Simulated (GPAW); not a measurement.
A run of GPAW 26.7.0 is set up as follows.

run.py

```python
import spglib
from ase import Atoms
from ase.calculators.mixing import SumCalculator
from ase.eos import EquationOfState
from ase.io import Trajectory, read
from ase.units import GPa
from dftd3.ase import DFTD3
from gpaw import GPAW, PW, setup_paths

setup_paths.insert(0, '.')

atoms = read('Ge.cif')
cell, positions, numbers = spglib.find_primitive(
    (atoms.cell[:], atoms.get_scaled_positions(), atoms.numbers), symprec=1e-4)
atoms = Atoms(numbers, cell=cell, scaled_positions=positions, pbc=True)

traj = Trajectory('eos.traj', 'w')
volumes, energies = [], []
for x in [0.94, 0.96, 0.98, 1.0, 1.02, 1.04, 1.06]:
    a = atoms.copy()
    a.set_cell(atoms.cell * x**(1 / 3), scale_atoms=True)
    calc = GPAW(mode=PW(600),
                xc='GGA_X_B88+GGA_C_P86',
                kpts={'size': (8, 8, 8), 'gamma': True},
                occupations={'name': 'fermi-dirac', 'width': 0.05},
                nbands=11,
                convergence={'density': 1e-05, 'energy': 1e-05},
                maxiter=150,
                txt=f'eos-{x:.2f}.txt')
    a.calc = SumCalculator([calc, DFTD3(method='bp', damping='d3zero')])
    energies.append(a.get_potential_energy())
    volumes.append(a.get_volume())
    p = -a.get_stress()[:3].mean() / GPa
    calc.write(f'eos-{x:.2f}.gpw')
    traj.write(a)
    print(f'{x:.2f} {volumes[-1]:10.4f} A^3 {energies[-1]:14.6f} eV {p:9.3f} GPa', flush=True)

v0, e0, B = EquationOfState(volumes, energies, eos='birchmurnaghan').fit()
print(f'V0 = {v0:.4f} A^3, E0 = {e0:.6f} eV, B0 = {B / GPa:.2f} GPa')
```

Contents of Ge.cif:

```cif
data_Ge
_cell_length_a 5.65782000
_cell_length_b 5.65782000
_cell_length_c 5.65782000
_cell_angle_alpha 90.00000000
_cell_angle_beta 90.00000000
_cell_angle_gamma 90.00000000
_space_group_name_H-M_alt 'Fd-3m'
_space_group_name_Hall 'F 4d 2 3 -1d'
_space_group_IT_number 227
loop_
_space_group_symop_operation_xyz
'x,y,z'
'-y+1/4,x+1/4,z+1/4'
'-x,-y+1/2,z+1/2'
'y+3/4,-x+1/4,z+3/4'
'x,-y,-z'
'-y+1/4,-x+3/4,-z+3/4'
'-x,y+1/2,-z+1/2'
'y+3/4,x+3/4,-z+1/4'
'z,x,y'
'z+1/4,-y+1/4,x+1/4'
'z+1/2,-x,-y+1/2'
'z+3/4,y+3/4,-x+1/4'
'-z,x,-y'
'-z+3/4,-y+1/4,-x+3/4'
'-z+1/2,-x,y+1/2'
'-z+1/4,y+3/4,x+3/4'
'y,z,x'
'x+1/4,z+1/4,-y+1/4'
'-y+1/2,z+1/2,-x'
'-x+1/4,z+3/4,y+3/4'
'-y,-z,x'
'-x+3/4,-z+3/4,-y+1/4'
'y+1/2,-z+1/2,-x'
'x+3/4,-z+1/4,y+3/4'
'-x+1/4,-y+1/4,-z+1/4'
'y,-x,-z'
'x+1/4,y+3/4,-z+3/4'
'-y+1/2,x,-z+1/2'
'-x+1/4,y+1/4,z+1/4'
'y,x+1/2,z+1/2'
'x+1/4,-y+3/4,z+3/4'
'-y+1/2,-x+1/2,z'
'-z+1/4,-x+1/4,-y+1/4'
'-z,y,-x'
'-z+3/4,x+1/4,y+3/4'
'-z+1/2,-y+1/2,x'
'z+1/4,-x+1/4,y+1/4'
'z+1/2,y,x+1/2'
'z+3/4,x+1/4,-y+3/4'
'z,-y+1/2,-x+1/2'
'-y+1/4,-z+1/4,-x+1/4'
'-x,-z,y'
'y+3/4,-z+3/4,x+1/4'
'x,-z+1/2,-y+1/2'
'y+1/4,z+1/4,-x+1/4'
'x+1/2,z+1/2,y'
'-y+3/4,z+3/4,x+1/4'
'-x+1/2,z,-y+1/2'
'x,y+1/2,z+1/2'
[... 70 lines left out ...]
'x+1/4,-z+1/4,y+1/4'
'-x+3/4,-y+1/4,-z+3/4'
'y+1/2,-x,-z+1/2'
'x+3/4,y+3/4,-z+1/4'
'-y,x,-z'
'-x+3/4,y+1/4,z+3/4'
'y+1/2,x+1/2,z'
'x+3/4,-y+3/4,z+1/4'
'-y,-x+1/2,z+1/2'
'-z+3/4,-x+1/4,-y+3/4'
'-z+1/2,y,-x+1/2'
'-z+1/4,x+1/4,y+1/4'
'-z,-y+1/2,x+1/2'
'z+3/4,-x+1/4,y+3/4'
'z,y,x'
'z+1/4,x+1/4,-y+1/4'
'z+1/2,-y+1/2,-x'
'-y+3/4,-z+1/4,-x+3/4'
'-x+1/2,-z,y+1/2'
'y+1/4,-z+3/4,x+3/4'
'x+1/2,-z+1/2,-y'
'y+3/4,z+1/4,-x+3/4'
'x,z+1/2,y+1/2'
'-y+1/4,z+3/4,x+3/4'
'-x,z,-y'
'x+1/2,y+1/2,z'
'-y+3/4,x+3/4,z+1/4'
'-x+1/2,-y,z+1/2'
'y+1/4,-x+3/4,z+3/4'
'x+1/2,-y+1/2,-z'
'-y+3/4,-x+1/4,-z+3/4'
'-x+1/2,y,-z+1/2'
'y+1/4,x+1/4,-z+1/4'
'z+1/2,x+1/2,y'
'z+3/4,-y+3/4,x+1/4'
'z,-x+1/2,-y+1/2'
'z+1/4,y+1/4,-x+1/4'
'-z+1/2,x+1/2,-y'
'-z+1/4,-y+3/4,-x+3/4'
'-z,-x+1/2,y+1/2'
'-z+3/4,y+1/4,x+3/4'
'y+1/2,z+1/2,x'
'x+3/4,z+3/4,-y+1/4'
'-y,z,-x'
'-x+3/4,z+1/4,y+3/4'
'-y+1/2,-z+1/2,x'
'-x+1/4,-z+1/4,-y+1/4'
'y,-z,-x'
'x+1/4,-z+3/4,y+3/4'
'-x+3/4,-y+3/4,-z+1/4'
'y+1/2,-x+1/2,-z'
'x+3/4,y+1/4,-z+3/4'
'-y,x+1/2,-z+1/2'
'-x+3/4,y+3/4,z+1/4'
'y+1/2,x,z+1/2'
'x+3/4,-y+1/4,z+3/4'
'-y,-x,z'
'-z+3/4,-x+3/4,-y+1/4'
'-z+1/2,y+1/2,-x'
'-z+1/4,x+3/4,y+3/4'
'-z,-y,x'
'z+3/4,-x+3/4,y+1/4'
'z,y+1/2,x+1/2'
'z+1/4,x+3/4,-y+3/4'
'z+1/2,-y,-x+1/2'
'-y+3/4,-z+3/4,-x+1/4'
'-x+1/2,-z+1/2,y'
'y+1/4,-z+1/4,x+1/4'
'x+1/2,-z,-y+1/2'
'y+3/4,z+3/4,-x+1/4'
'x,z,y'
'-y+1/4,z+1/4,x+1/4'
'-x,z+1/2,-y+1/2'
loop_
_atom_site_label
_atom_site_type_symbol
_atom_site_symmetry_multiplicity
_atom_site_Wyckoff_symbol
_atom_site_fract_x
_atom_site_fract_y
_atom_site_fract_z
_atom_site_occupancy
Ge1 Ge 8 a 0.2500000000 0.2500000000 0.2500000000 1
```

Potentials or basis: PAW data sets generated in the run's folder for this functional, pw.

The run is started by

```bash
$ gpaw-setup -f GGA_X_B88+GGA_C_P86 Ge
$ OMP_NUM_THREADS=1 python run.py
```

Problem. What does it give for the bulk modulus?

Solution. 60 GPa.

Problem. Predict the pressure derivative of the bulk modulus.

Solution. 5.0 (rough: it moves with the points fitted).

Energy against volume, from the lowest point:
```tsv
volume (Å³/atom)	energy (meV/atom)
21.281	55.57
21.733	34.88
22.186	19.59
22.639	9.01
23.092	2.60
23.545	0.00
23.997	0.79
```

**What was measured.**

From “Sub-monolayer structures of Ag overlayers on Ge(111): experimental observations and first-principles study”, 2019, arxiv:1908.00180, for a bulk crystal of Ge: bulk modulus 75.8 GPa.

Against the measured bulk modulus of Ge, 75.8 GPa (quoted in “Sub-monolayer structures of Ag overlayers on Ge(111): experimental observations and first-principles study”, 2019, arxiv:1908.00180), the calculated 60 GPa is off by -20.5 %. The fit is for a static lattice scaled at fixed shape and fixed fractional positions. The cell as given is a measured one (22.64 Å³/atom); BP86+D3 puts the equilibrium volume +4.5 % from it, thermal expansion not counted.
